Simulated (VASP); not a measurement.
CaSe:

```
CELL_PARAMETERS angstrom
0.00000 3.27956 3.27956
3.27956 0.00000 3.27956
3.27956 3.27956 0.00000
ATOMIC_POSITIONS crystal
Ca 0.00000 0.00000 0.00000
Se 0.25000 0.25000 0.25000
```

The cell was built by a generator and needn't be a form met in nature.

Base run:

| Item | Value |
| --- | --- |
| Program | VASP 6.6.1 |
| Functional | HSE06 |
| Potentials or basis | VASP PAW PBE potentials, release 64 (Ca_sv, Se) |
| Cutoff | 520 eV |
| k mesh | 4 × 4 × 4 |
| Occupations | gaussian, width 0.01 eV |
| Spin | no spin polarisation |

Its results: band gap on the k mesh 4.09 eV, indirect (least direct gap 4.17 eV); pressure 0.3 GPa.

Question: The run is repeated on the same cell with these changes: functional from HSE06 to PBE; further incar settings from ALGO = Normal; EDIFF = 1e-06; NBANDS = 15 to ALGO = Fast; EDIFF = 1e-06; NBANDS = 15. What comes out?

Answer: Band gap on the k mesh 3.20 eV, indirect (least direct gap 3.30 eV); pressure 0.5 GPa.

Caveats: the PAW data sets were made with another functional, which shifts forces and pressure a little (some runs).

A k mesh can miss the band edges.
